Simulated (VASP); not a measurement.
# BN, self-consistent run: which settings are enough?

BN, Fmm2 (no. 42), 2 atoms in the cell. PBE with TS; PAW potentials N, B (PBE set). VASP 6.6.1.

Wanted: energy within 2 meV/atom; pressure within 0.1 GPa.

POSCAR:
```
BN
1.0
    0.0000000000      3.4953158300      2.1660912400
    1.2516321000      0.0000000000      2.1660912400
    1.2516321000      3.4953158300      0.0000000000
N B
1 1
Direct
    0.6666513400      0.6666513400      0.3333486600
    0.0000486500      0.0000486500      0.9999513500
```

## Inputs of the Tkatchenko-Scheffler term

| Inputs of the Tkatchenko-Scheffler term | Energy less reference (meV/atom) | Pressure (GPa) | SCF iterations | Time (s) |
|---|---|---|---|---|
| default | 0.0 | 0.10 | 14 | 19 |
| VDW_RADIUS = 15 | 1.4 | 0.15 | 14 | 17 |
| VDW_RADIUS = 100 | 0.0 | 0.10 | 14 | 18 |
| VDW_SR = 0.9 | -9.8 | -0.32 | 14 | 17 |
| VDW_D = 15.0 | -2.9 | 0.29 | 14 | 19 |
| VDW_ALPHA = 7.400 21.000, VDW_C6AU = 24.200 99.500 | 0.0 | 0.10 | 14 | 19 |
| VDW_ALPHA = 7.400 21.000, VDW_C6AU = 26.620 109.450 | -13.4 | -0.22 | 14 | 20 |

Chosen: default; no other choice that stays within half of the tolerance saves 30 % of the time.

## The input

INCAR:
```
SYSTEM = BN
ALGO     = Normal         ! electronic algorithm
EDIFF    = 1E-7           ! SCF threshold, eV
ENCUT    = 520            ! plane-wave cutoff, eV
ISIF     = 2              ! what is computed and relaxed
ISMEAR   = 0              ! smearing method
IVDW     = 2              ! dispersion correction
LASPH    = .True.         ! aspherical terms in the spheres
LCHARG   = .False.        ! write CHGCAR
LREAL    = .False.        ! projectors in reciprocal space
LWAVE    = .False.        ! write WAVECAR
NELM     = 100            ! most SCF steps
PREC     = Accurate       ! precision mode
SIGMA    = 0.02           ! smearing width, eV
```

KPOINTS:
```
k-points
0
Gamma
  9 9 9
```

Commands:
```
cat potpaw_PBE.64/N/POTCAR potpaw_PBE.64/B/POTCAR > POTCAR
mpirun -np 1 vasp_std > vasp.out
```

The chosen input took VASP 6.6.1 19 s on 1 core (Intel Xeon Platinum 8375C @ 2.90GHz (Ice Lake)), a shared host.
